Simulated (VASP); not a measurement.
# Bi (P6_3/mmc) in VASP: a series of runs

Runs on Bi. Level: RPBE. Tasks: single point.

Everything below comes from runs of VASP 6.6.1. Logs are shortened: lines on timing, memory, paths and dates and some standing lists are left out, and cuts for length are marked.

## Step 1: Starting point

It takes space group P6_3/mmc (No. 194, hexagonal). The conventional cell has a = 3.574 Å, b = 3.574 Å, c = 5.881 Å, α = 90.00°, β = 90.00°, γ = 120.00°. Bi (site symmetry -6m2) is surrounded by 12 Bi at 3.57 to 3.59 Å.

This isn't the form of Bi at room conditions, which is rhombohedral.

## Step 2: Single point, RPBE

INCAR

```
SYSTEM = Bi
PREC = Accurate
ENCUT = 520
EDIFF = 1E-6
ISMEAR = -1
SIGMA = 0.1
LREAL = .False.
LASPH = .True.
NELM = 60
ALGO = Fast
ISIF = 2
LWAVE = .False.
LCHARG = .False.
GGA = RP
NBANDS = 22
```

KPOINTS

```
Automatic mesh
0
Gamma
  17 17 9
  0 0 0
```

POSCAR

```
Bi
1.0
    3.5737419841      0.0000000000      0.0000000000
   -1.7868709921      3.0949513448      0.0000000000
    0.0000000000      0.0000000000      5.8808123318
Bi
2
Direct
    0.3333333333      0.6666666667      0.2500000000
    0.6666666667      0.3333333333      0.7500000000
```

Potentials or basis: VASP PAW PBE potentials, release 64 (Bi_d).

The run is started by

```sh
$ cat potpaw_PBE.64/Bi_d/POTCAR > POTCAR
$ mpirun -np 1 vasp_std > vasp.out
```

OUTCAR:

```text
SYSTEM = Bi
   PREC = Accurate
   ENCUT = 520
   EDIFF = 1E-6
   ISMEAR = -1
   LREAL = .False.
   LASPH = .True.
   NELM = 60
   ISIF = 2
   GGA = RP

 ion  position               nearest neighbor table
   1  0.333  0.667  0.250-   2 3.59   2 3.59   2 3.59   2 3.59   2 3.59   2 3.59
   2  0.667  0.333  0.750-   1 3.59   1 3.59   1 3.59   1 3.59   1 3.59   1 3.59

  LATTYP: Found a hexagonal cell.
 ALAT       =     3.5737419841
 C/A-ratio  =     1.6455615313

  Lattice vectors:

 A1 = (   3.5737419841,   0.0000000000,   0.0000000000)
 A2 = (  -1.7868709921,   3.0949513448,   0.0000000000)
 A3 = (   0.0000000000,   0.0000000000,   5.8808123318)

Analysis of symmetry for initial positions (statically):
=====================================================================
 Subroutine PRICEL returns:
 Original cell was already a primitive cell.

 Routine SETGRP: Setting up the symmetry group for a
 hexagonal supercell.

 Subroutine GETGRP returns: Found 24 space group operations
 (whereof 12 operations were pure point group operations)
 out of a pool of 24 trial point group operations.

The static configuration has the point symmetry D_3d.
 The point group associated with its full space group is D_6h.

Analysis of symmetry for dynamics (positions and initial velocities):
=====================================================================
 Subroutine PRICEL returns:
 Original cell was already a primitive cell.

 Routine SETGRP: Setting up the symmetry group for a
 hexagonal supercell.

 Subroutine GETGRP returns: Found 24 space group operations
 (whereof 12 operations were pure point group operations)
 out of a pool of 24 trial point group operations.

The dynamic configuration has the point symmetry D_3d.
 The point group associated with its full space group is D_6h.

 Subroutine INISYM returns: Found 24 space group operations
 (whereof 12 operations are pure point group operations),
 and found     1 'primitive' translations

----------------------------------------------------------------------------------------

                                     Primitive cell

  volume of cell :      65.0451

  direct lattice vectors                    reciprocal lattice vectors
     3.573741984  0.000000000  0.000000000     0.279818746  0.161553428  0.000000000
    -1.786870992  3.094951345  0.000000000     0.000000000  0.323106856  0.000000000
     0.000000000  0.000000000  5.880812332     0.000000000  0.000000000  0.170044535

  length of vectors
     3.573741984  3.573741984  5.880812332     0.323106856  0.323106856  0.170044535

  position of ions in fractional coordinates (direct lattice)
     0.333333333  0.666666667  0.250000000
     0.666666667  0.333333333  0.750000000

  ion indices of the primitive-cell ions
   primitive index   ion index
                 1           1
                 2           2

----------------------------------------------------------------------------------------

 KPOINTS: Automatic mesh

Automatic generation of k-mesh.
 Grid dimensions read from file:
 generate k-points for:   17   17    9

 Generating k-lattice:

  Cartesian coordinates                     Fractional coordinates (reciprocal lattice)
     0.016459926  0.009503143  0.000000000     0.058823529  0.000000000  0.000000000
     0.000000000  0.019006286  0.000000000     0.000000000  0.058823529  0.000000000
     0.000000000  0.000000000  0.018893837     0.000000000  0.000000000  0.111111111

  Length of vectors
     0.019006286  0.019006286  0.018893837

  Shift w.r.t. Gamma in fractional coordinates (k-lattice)
     0.000000000  0.000000000  0.000000000

 Subroutine IBZKPT returns following result:
 ===========================================

 Found    165 irreducible k-points:

 Following reciprocal coordinates:
            Coordinates               Weight
  0.000000  0.000000  0.000000      1.000000
  0.058824 -0.000000  0.000000      6.000000
  0.117647  0.000000  0.000000      6.000000
  0.176471 -0.000000  0.000000      6.000000
  0.235294  0.000000  0.000000      6.000000
  0.294118  0.000000  0.000000      6.000000
[... 16 lines left out ...]
  0.411765  0.117647  0.000000     12.000000
  0.176471  0.176471  0.000000      6.000000
 [... further k-points ...]
   k-points           NKPTS =    165   k-points in BZ     NKDIM =    165   number of bands    NBANDS=     22
   number of dos      NEDOS =    301   number of ions     NIONS =      2
   total plane-waves  NPLWV =  37632
   dimension x,y,z NGX =    28 NGY =   28 NGZ =   48
   dimension x,y,z NGXF=    56 NGYF=   56 NGZF=   96
   ions per type =               2
   NGX,Y,Z   is equivalent  to a cutoff of  13.03, 13.03, 13.57 a.u.
   NGXF,Y,Z  is equivalent  to a cutoff of  26.05, 26.05, 27.14 a.u.
 SYSTEM =  Bi
   PREC   = accura    normal or accurate (medium, high low for compatibility)
   ISTART =      0    job   : 0-new  1-cont  2-samecut
   ICHARG =      2    charge: 1-file 2-atom 10-const
   ISPIN  =      1    spin polarized calculation?
   LNONCOLLINEAR =      F non collinear calculations
   LSORBIT =      F    spin-orbit coupling
   LASPH  =      T    aspherical Exc in radial PAW
   ENCUT  =  520.0 eV  38.22 Ry    6.18 a.u.   6.64  6.64 10.93*2*pi/ulx,y,z
   NELM   =     60;   NELMIN=  2; NELMDL= -5     # of ELM steps
   EDIFF  = 0.1E-05   stopping-criterion for ELM
   LREAL  =      F    real-space projection
   EDIFFG = 0.1E-04   stopping-criterion for IOM
   NSW    =      0    number of steps for IOM
   IBRION =     -1    ionic relax: 0-MD 1-quasi-New 2-CG
   NFREE  =      0    steps in history (QN), initial steepest desc. (CG)
   ISIF   =      2    stress and relaxation
   ISYM   =      2    0-nonsym 1-usesym 2-fastsym
   POTIM  = 0.5000    time-step for ionic-motion
   TEBEG  =    0.0;   TEEND  =   0.0 temperature during run
   PSTRESS=    0.0 pullay stress
   NELECT =      30.0000    total number of electrons
   NUPDOWN=      -1.0000    fix difference up-down
   EMIN   =  10.00;   EMAX   =-10.00  energy-range for DOS
   EFERMI =   0.00;   METHOD = LEGACY
   ISMEAR =    -1;   SIGMA  =   0.10  broadening in eV -4-tet -1-fermi 0-gaus
   EFERMI_NEDOS =   21; number of points for ismear=-14 and -15
   IALGO  =     68    algorithm
   IMIX   =      4    mixing-type and parameters
     AMIX     =   0.40;   BMIX     =  1.00
     AMIX_MAG =   1.60;   BMIX_MAG =  1.00
  volume/ion in A,a.u.               =      32.52       219.47
  Fermi-wavevector in a.u.,A,eV,Ry     =   1.264864  2.390246 21.767699  1.599881
  Thomas-Fermi vector in A             =   2.398147
   LORBIT       =      0    0 simple, 1 ext, 2 COOP (PROOUT), +10 PAW based schemes
   GGA     = RP    functional components
   LHFCALC =     F    Hartree Fock is set to
   AEXX    =    0.0000 exact exchange contribution
   IVDW    =     0    specifies the selected vdW correction
   LEPSILON=     F    determine dielectric tensor
   LRPA    =     F    only Hartree local field effects (RPA)
 non-spin polarized calculation
 RMM-DIIS sequential band-by-band and
  energy-cutoff  :      520.00
  volume of cell :       65.05
 maximum number of plane-waves:      1776
 NGX is ok and might be reduce to    28
   NGX = 13   NGY = 13   NGZ = 21

 number of electron      29.9999999 magnetization

 Free energy of the ion-electron system (eV)
  ---------------------------------------------------
  ext. energy  EPLUGINS =         0.00000000
  ---------------------------------------------------
  free energy    TOTEN  =        -6.73554232 eV

  energy without entropy =       -6.69337127  energy(sigma->0) =       -6.71445679

 E-fermi :   7.5956     XC(G=0): -10.0046

 val. band max:        7.5908465499   @ k =   0.3529   0.2353   0.0000
 cond. band min:       7.6096318143   @ k =   0.1765  -0.0000   0.1111
 fundamental gap:      0.0187852644
 Fermi energy:         7.5955640029

 k-point     1 :       0.0000    0.0000    0.0000
  band No.  band energies     occupation
      1     -15.5697      2.00000
      2     -15.5592      2.00000
      3     -15.5509      2.00000
      4     -15.5509      2.00000
      5     -15.5440      2.00000
      6     -15.5440      2.00000
[... 14 lines left out ...]
     21      16.8750      0.00000
     22      17.8393      0.00000

 k-point     2 :       0.0588   -0.0000    0.0000
  band No.  band energies     occupation
      1     -15.5693      2.00000
      2     -15.5593      2.00000
      3     -15.5493      2.00000
      4     -15.5471      2.00000
      5     -15.5423      2.00000
      6     -15.5402      2.00000
[... 14 lines left out ...]
     21      16.6511      0.00000
     22      17.7301      0.00000

 k-point     3 :       0.1176    0.0000    0.0000
  band No.  band energies     occupation
      1     -15.5717      2.00000
      2     -15.5571      2.00000
      3     -15.5461      2.00000
      4     -15.5363      2.00000
      5     -15.5346      2.00000
      6     -15.5314      2.00000
[... 14 lines left out ...]
     21      16.8530      0.00000
     22      16.8892      0.00000

 k-point     4 :       0.1765   -0.0000    0.0000
  band No.  band energies     occupation
      1     -15.5793      2.00000
      2     -15.5491      2.00000
      3     -15.5458      2.00000
      4     -15.5381      2.00000
      5     -15.5353      2.00000
      6     -15.5199      2.00000
[... 14 lines left out ...]
     21      16.5726      0.00000
     22      17.4473      0.00000

 k-point     5 :       0.2353    0.0000    0.0000
  band No.  band energies     occupation
      1     -15.5888      2.00000
      2     -15.5485      2.00000
      3     -15.5466      2.00000
      4     -15.5411      2.00000
      5     -15.5366      2.00000
      6     -15.5009      2.00000
[... 417 lines left out ...]
 k-point    22 :       0.3529    0.1176    0.0000
  band No.  band energies     occupation
      1     -15.5965      2.00000
      2     -15.5772      2.00000
      3     -15.5496      2.00000
      4     -15.5432      2.00000
      5     -15.5077      2.00000
      6     -15.5045      2.00000
[... 14 lines left out ...]
     21      17.0964      0.00000
     22      17.8766      0.00000

 k-point    23 :       0.4118    0.1176    0.0000
  band No.  band energies     occupation
      1     -15.5994      2.00000
      2     -15.5812      2.00000
      3     -15.5500      2.00000
      4     -15.5436      2.00000
      5     -15.5082      2.00000
      6     -15.5009      2.00000
[... 14 lines left out ...]
     21      17.0372      0.00000
     22      18.2479      0.00000

 k-point    24 :       0.1765    0.1765    0.0000
  band No.  band energies     occupation
      1     -15.5656      2.00000
      2     -15.5615      2.00000
      3     -15.5602      2.00000
      4     -15.5452      2.00000
      5     -15.5172      2.00000
      6     -15.5151      2.00000
[... 14 lines left out ...]
     21      16.3261      0.00000
     22      16.8373      0.00000

 [... further k-points ...]
[... 5 lines left out ...]
  --------------------------------------------------------------------------------------
  -------------------------------------------------------------------------------------
  Total       -0.0406269     -0.0406269      0.1114623      0.0000000      0.0000000      0.0000000
  in kB       -1.0007132     -1.0007132      2.7455168      0.0000000      0.0000000      0.0000000
  external PRESSURE =       0.2480301 kB  Pullay stress =       0.0000000 kB

 VOLUME and BASIS-vectors are now :
 -----------------------------------------------------------------------------
  energy-cutoff  :      520.00
  volume of cell :       65.05
      direct lattice vectors                 reciprocal lattice vectors
     3.573741984  0.000000000  0.000000000     0.279818746  0.161553428  0.000000000
    -1.786870992  3.094951345  0.000000000     0.000000000  0.323106856  0.000000000
     0.000000000  0.000000000  5.880812332     0.000000000  0.000000000  0.170044535

 POSITION                                       TOTAL-FORCE (eV/Angst)
 -----------------------------------------------------------------------------------
     -0.00000      2.06330      1.47020         0.000000     -0.000000      0.000000
      1.78687      1.03165      4.41061        -0.000000      0.000000      0.000000
 -----------------------------------------------------------------------------------
    total drift:                               -0.000000      0.000000      0.000000

  FREE ENERGIE OF THE ION-ELECTRON SYSTEM (eV)
  ---------------------------------------------------
  free  energy   TOTEN  =        -6.7355423181 eV

  energy  without entropy=       -6.6933712692  energy(sigma->0) =       -6.71445679
```

Run time: 1.9 min. Hardware: 1 thread of AMD EPYC 9R45 (Zen 5), shared host; peak memory 0.28 GiB.

What came out:

| Item | Value |
| --- | --- |
| Free energy | -6.7355 eV |
| Pressure | 0.0 GPa |
| Band gap on the k mesh | none (metal or under the smearing width) |

Stress tensor (GPa, compression positive):
```
-0.10  0.00  0.00
 0.00 -0.10  0.00
 0.00  0.00  0.27
```

Levels at points of the mesh, in eV from the Fermi level:
```tsv
k point	band 11	band 12	band 13	band 14	band 15	band 16	band 17	band 18	band 19	band 20
(0.00, 0.00, 0.00)	-13.32	-10.73	-5.07	3.23	3.23	4.62	4.66	4.66	6.80	7.78
```

Caveat: the PAW data sets were made with another functional, which shifts forces and pressure a little; spin-orbit coupling is left out, which moves the levels of the heavy elements.

## Step 3: Single point, RPBE

This run uses another cell than the first one, of 31.22 Å³/atom, 0.960 times its volume.

INCAR

```
SYSTEM = Bi
PREC = Accurate
ENCUT = 520
EDIFF = 1E-7
ISMEAR = -1
SIGMA = 0.1
LREAL = .FALSE.
LASPH = .TRUE.
NELM = 100
ALGO = Fast
ISIF = 2
LWAVE = .FALSE.
LCHARG = .TRUE.
GGA = RP
LELF = .TRUE.
LVHAR = .TRUE.
NBANDS = 22
```

KPOINTS

```
Automatic mesh
0
G
  17 17 9
  0 0 0
```

POSCAR

```
Bi
1.0
    3.5254422527      0.0000000000      0.0000000000
   -1.7627211264      3.0531225504      0.0000000000
    0.0000000000      0.0000000000      5.8013321518
Bi
2
Direct
    0.3333333333      0.6666666667      0.2500000000
    0.6666666667      0.3333333333      0.7500000000
```

Potentials or basis: VASP PAW PBE potentials, release 64 (Bi_d).

The run is started by

```sh
$ cat potpaw_PBE.64/Bi_d/POTCAR > POTCAR
$ mpirun -np 1 vasp_std > vasp.out
```

Run time: 2.5 min. Hardware: 1 thread of AMD EPYC 9R45 (Zen 5), shared host; peak memory 0.28 GiB.

It converged, with:

| Property | Result |
| --- | --- |
| Free energy | -6.7170 eV |
| Pressure | 2.2 GPa |
| Band gap on the k mesh | none (metal or under the smearing width) |

Stress tensor (GPa, compression positive):
```
2.09 0.00 0.00
0.00 2.09 0.00
0.00 0.00 2.39
```

Levels at points of the mesh, in eV from the Fermi level:
```csv
k point,band 11,band 12,band 13,band 14,band 15,band 16,band 17,band 18,band 19,band 20
"(0.00, 0.00, 0.00)",-13.60,-10.80,-5.31,3.40,3.40,4.90,4.93,4.93,6.99,7.98
```

Caveat: the PAW data sets were made with another functional, which shifts forces and pressure a little; spin-orbit coupling is left out, which moves the levels of the heavy elements.

## Step 4: Single point, RPBE

INCAR

```
PREC     = Accurate       # precision mode
ENCUT    = 520            # plane-wave cutoff, eV
EDIFF    = 1E-6           # SCF threshold, eV
ISMEAR   = -1             # smearing method
SIGMA    = 0.1            # smearing width, eV
LREAL    = F              # projectors in reciprocal space
LASPH    = T              # aspherical terms in the spheres
NELM     = 100            # most SCF steps
ALGO     = Fast           # electronic algorithm
ISIF     = 2              # what is computed and relaxed
LWAVE    = F              # write WAVECAR
LCHARG   = F              # write CHGCAR
GGA      = RP             # functional
NBANDS   = 22             # bands
```

KPOINTS

```
regular mesh
0
Gamma
  17 17 9
```

POSCAR

```
Bi
1.0
    3.5737419841      0.0000000000      0.0000000000
   -1.7868709921      3.0949513448      0.0000000000
    0.0000000000      0.0000000000      5.8808123318
Bi
2
Direct
    0.3333333333      0.6666666667      0.2500000000
    0.6666666667      0.3333333333      0.7500000000
```

The run is started by

```sh
$ cat potpaw_PBE.64/Bi_d/POTCAR > POTCAR
$ mpirun -np 1 vasp_std > vasp.out
```

It took 1.9 min on 1 thread of AMD EPYC 9R45 (Zen 5), shared host; peak memory 0.28 GiB.

The run converged. Its results:

```yaml
Free_energy: -6.7355 eV
Pressure: 0.0 GPa
Band_gap_on_the_k_mesh: none (metal or under the smearing width)
```

Stress tensor (GPa, compression positive):
```
-0.10  0.00  0.00
 0.00 -0.10  0.00
 0.00  0.00  0.27
```

Levels at points of the mesh, in eV from the Fermi level:
| k point | band 11 | band 12 | band 13 | band 14 | band 15 | band 16 | band 17 | band 18 | band 19 | band 20 |
| --- | --- | --- | --- | --- | --- | --- | --- | --- | --- | --- |
| (0.00, 0.00, 0.00) | -13.32 | -10.73 | -5.07 | 3.23 | 3.23 | 4.62 | 4.66 | 4.66 | 6.80 | 7.78 |

Caveat: the PAW data sets were made with another functional, which shifts forces and pressure a little; spin-orbit coupling is left out, which moves the levels of the heavy elements.
